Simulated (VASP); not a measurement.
A run of VASP 6.6.1:

The input INCAR:

```
PREC = Accurate
ENCUT = 450
EDIFF = 1E-6
ISMEAR = 0
SIGMA = 0.02
LREAL = F
LASPH = T
NELM = 60
ALGO = Fast
ISIF = 2
LWAVE = F
LCHARG = T
GGA = PE
LELF = T
LVHAR = T
```

The input KPOINTS:

```
regular mesh
0
Gamma
  3 3 3
```

The input POSCAR:

```
Cu3N
1.0
    3.8070000000      0.0000000000      0.0000000000
    0.0000000000      3.8070000000      0.0000000000
    0.0000000000      0.0000000000      3.8070000000
Cu N
3 1
Direct
    0.0000000000      0.0000000000      0.5000000000
    0.0000000000      0.5000000000      0.0000000000
    0.5000000000      0.0000000000      0.0000000000
    0.0000000000      0.0000000000      0.0000000000
```

Potentials or basis: VASP PAW PBE potentials, release 64 (Cu_GW, N_GW).

Launch:

```bash
$ cat potpaw_PBE.64/Cu_GW/POTCAR potpaw_PBE.64/N_GW/POTCAR > POTCAR
$ mpirun -np 1 vasp_std > vasp.out
```

Hardware: 1 thread of Intel(R) Xeon(R) 6975P-C (Granite Rapids), with other jobs on the host.

Question: Estimate the wall time of this run.

Answer: It took 14 s on 1 thread of Intel(R) Xeon(R) 6975P-C (Granite Rapids), with other jobs on the host, peak memory 0.15 GiB. Counts: scf iterations 17, k points 4.
